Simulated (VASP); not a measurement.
Crystal: GdScO3.

```
Gd Sc O
1.0
     5.74200    0.00000    0.00000
     0.00000    7.92600    0.00000
     0.00000    0.00000    5.48200
Gd Sc O
4 4 12
Cartesian
  2.5298 5.9445 2.6528
  0.3412 1.9815 5.3938
  5.4008 5.9445 0.0882
  3.2122 1.9815 2.8292
  0.0000 0.0000 2.7410
  2.8710 0.0000 0.0000
  2.8710 3.9630 0.0000
  0.0000 3.9630 2.7410
  2.5805 1.9815 0.6584
  0.2905 5.9445 3.3994
  5.4515 1.9815 2.0826
  3.1615 5.9445 4.8236
  1.1231 4.4568 1.0564
  1.7479 3.4692 3.7974
  3.9941 7.4322 1.6846
  4.6189 0.4938 4.4256
  4.6189 3.4692 4.4256
  3.9941 4.4568 1.6846
  1.7479 0.4938 3.7974
  1.1231 7.4322 1.0564
```

| Quantity | Value |
| --- | --- |
| Program | VASP 6.6.1 |
| Task | relaxation of cell and atoms |
| Functional | PBE |
| Potentials or basis | VASP PAW PBE potentials, release 64 (Gd_3, Sc_sv, O), 4f in core |
| Cutoff | 600 eV |
| k mesh | 4 × 3 × 4 |
| Occupations | gaussian, width 0.05 eV |
| Spin | no spin polarisation |

At the start: pressure 2.8 GPa; volume 12.47 Å³/atom.

Q: Where does the relaxation end?

A: Over 9 steps the energy falls by 3.7 meV/atom and the volume is 12.68 Å³/atom (+1.6 %); space group Pnma (No. 62, to 0.05 Å).

The path:
```tsv
step	energy change (eV)	largest force (eV/Å)	pressure (GPa)	volume (Å³)
1	0.0000	0.2129	2.79	249.49
2	-0.0262	0.1582	-2.49	257.41
3	-0.0477	0.1707	-0.44	254.18
4	-0.0632	0.1062	-0.25	254.04
5	-0.0696	0.0901	0.03	253.86
6	-0.0718	0.0448	-0.03	253.94
7	-0.0725	0.0331	-0.10	254.01
8	-0.0736	0.0215	0.13	253.65
9	-0.0736	0.0199	0.18	253.59
```

Final structure:
```
Gd Sc O
1.0
     5.77591    0.00000    0.00000
     0.00000    7.99663    0.00000
     0.00000    0.00000    5.49046
Gd Sc O
4 4 12
Cartesian
  2.5328 5.9975 2.6434
  0.3552 1.9992 5.3886
  5.4207 5.9975 0.1019
  3.2432 1.9992 2.8471
  0.0000 0.0000 2.7452
  2.8880 0.0000 0.0000
  2.8880 3.9983 0.0000
  0.0000 3.9983 2.7452
  2.5799 1.9992 0.6878
  0.3081 5.9975 3.4330
  5.4678 1.9992 2.0574
  3.1961 5.9975 4.8026
  1.1216 4.5213 1.0528
  1.7663 3.4754 3.7981
  4.0096 7.4737 1.6924
  4.6543 0.5230 4.4376
  4.6543 3.4754 4.4376
  4.0096 4.5213 1.6924
  1.7663 0.5230 3.7981
  1.1216 7.4737 1.0528
```
